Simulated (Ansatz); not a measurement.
The system is Pt.

```
Pt
1.0
     0.00000    1.96090    1.96090
     1.96090    0.00000    1.96090
     1.96090    1.96090    0.00000
Pt
1
Direct
  0.00000 0.00000 0.00000
```

| Property | Result |
| --- | --- |
| Program | Ansatz 0.2.0 |
| Task | relaxation of cell and atoms |
| Functional | PBEsol |
| Dispersion | D3(BJ)-ATM |
| Potentials or basis | Ansatz PAW |
| Cutoff | 420 eV (not typed: the program's choice for these potentials) |
| k mesh | 12 × 12 × 12 |
| Occupations | fermi-dirac, width 0.05 eV |
| Spin | no spin polarisation |

At the start: volume 15.08 Å³/atom.

Q: How do energy, volume and symmetry change on relaxing?

A: It ends after 4 steps and the volume is 14.76 Å³/atom (-2.1 %); space group Fm-3m (No. 225, to 0.05 Å).

The path:
```
step  energy change (eV)  largest force (eV/Å)  volume (Å³)
   1              0.0000                0.0000        15.08
   2             -0.0065                0.0000        14.79
   3             -0.0065                0.0000        14.76
   4             -0.0064                0.0000        14.76
```

Final structure:
```cif
data_structure
_symmetry_space_group_name_H-M 'P 1'
_symmetry_Int_Tables_number 1
_cell_length_a 2.7532
_cell_length_b 2.7532
_cell_length_c 2.7532
_cell_angle_alpha 60.000
_cell_angle_beta 60.000
_cell_angle_gamma 60.000
_cell_volume 14.76
loop_
_atom_site_label
_atom_site_type_symbol
_atom_site_fract_x
_atom_site_fract_y
_atom_site_fract_z
_atom_site_occupancy
Pt1 Pt 0.00000 0.00000 0.00000 1
```

Caveat: the plane-wave basis is chosen anew once the cell has moved, so the energies of steps on either side of that aren't comparable; pairwise dispersion overbinds metals, which lowers pressure and volume; the PAW data sets come from PBE, with cores solved anew for the run's functional, which leaves a small shift of forces and pressure.
